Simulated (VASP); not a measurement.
# Lu: convergence, self-consistent run

Lu, Im-3m (no. 229), 1 atom in the cell. PBE; PAW potentials Lu (PBE set). VASP 6.6.1.

Wanted: energy within 0.2 meV/atom; Fermi level within 0.005 eV.

What the run is for: comparing ways to start; Accuracy asked: tight.

POSCAR:
```
Lu
1.0
   -1.9541071088      1.9541071088      1.9541071088
    1.9541071088     -1.9541071088      1.9541071088
    1.9541071088      1.9541071088     -1.9541071088
Lu
1
Direct
    0.0000000000      0.0000000000      0.0000000000
```

## How the run starts (with a second run first, the time holds both)

| How the run starts (with a second run first, the time holds both) | Energy less reference (meV/atom) | Fermi level (eV) | Time (s) |
|---|---|---|---|
| from scratch: 11 SCF iterations | 0.00 | 2.2846 | 13 |
| density of a coarse mesh (ICHARG 1): 11 + 8 SCF iterations | 0.00 | 2.2848 | 15 |
| orbitals of a lower cutoff (ISTART 1): 13 + 6 SCF iterations | 0.00 | 2.2848 | 20 |
| orbitals of a loose run: 9 + 3 SCF iterations | 0.00 | 2.2849 | 14 |

## Question

For each series: keep the first row unless others stay within the tolerance and take at least 30 % less time, and then take the fastest.

## Answer

- How the run starts (with a second run first, the time holds both): from scratch: 11 SCF iterations

The chosen settings are those of the reference run.

## The input

INCAR:
```
SYSTEM = Lu
ALGO     = Normal         ! electronic algorithm
EDIFF    = 1E-6           ! SCF threshold, eV
ENCUT    = 400            ! plane-wave cutoff, eV
GGA      = PE             ! functional
GGA_COMPAT= .False.      
ISIF     = 2              ! what is computed and relaxed
ISMEAR   = 1              ! smearing method
LASPH    = .True.         ! aspherical terms in the spheres
LCHARG   = .False.        ! write CHGCAR
LREAL    = .False.        ! projectors in reciprocal space
LWAVE    = .False.        ! write WAVECAR
NELM     = 120            ! most SCF steps
PREC     = Accurate       ! precision mode
SIGMA    = 0.1            ! smearing width, eV
```

KPOINTS:
```
k-points
0
Gamma
  12 12 12
```

Commands:
```
cat potpaw_PBE.64/Lu/POTCAR > POTCAR
mpirun -np 1 vasp_std > vasp.out
```

The chosen input took VASP 6.6.1 13 s on 1 core (Intel Xeon Platinum 8488C (Sapphire Rapids)), a shared host.

## An input that fails: restart asked without its files

VASP's message: ERROR: charge density could not be read from file CHGCAR for ICHARG>10.

Changes against the starting input:
```
- NELM = 120
+ NELM = 60
+ ICHARG = 11
```
